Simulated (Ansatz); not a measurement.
Runs of Ansatz 0.2.0 on Tc. It takes space group P6_3/mmc (No. 194, hexagonal). Conventional cell: a = 2.739 Å, b = 2.739 Å, c = 8.770 Å, α = 90.00°, β = 90.00°, γ = 120.00°. Tc (site symmetry -6m2) has 12 Tc at 2.70 to 2.74 Å as nearest neighbours. Tc (site symmetry -3m) has 12 Tc at 2.70 to 2.74 Å as nearest neighbours. 

```csv
task,level,potentials or basis,gap on the mesh (eV),pressure (GPa),V0 of scaled cells (Å³/atom),B0 (GPa)
equation of state,PBE,Ansatz PAW,-,-,(a),301
single point,PBE,Ansatz PAW earlier set,none,4.3,-,-
equation of state,PBEsol,Ansatz PAW,-,-,14.01,329
single point,PBEsol,Ansatz PAW earlier set,none,(b),-,-
```

Alike in all rows: no spin polarisation; cell as given; k mesh 11 × 11 × 3; cutoff (eV) 500; smearing fermi-dirac 0.05 eV.

Question: Estimate the missing entries.

Answer: (a) 14.45; (b) -5.3.

Caveats: the cell was scaled at fixed shape and fractional positions, which overstates the stiffness of a crystal with free parameters, most of all of layers and chains (some runs); the PAW data sets come from PBE, with cores solved anew for the run's functional, which leaves a small shift of forces and pressure (some runs).

A k mesh can miss the band edges, and the runs leave out spin-orbit coupling on Tc.

A gap of «none» marks a metal or a gap under the smearing width.

Not every run made on this cell is shown here.
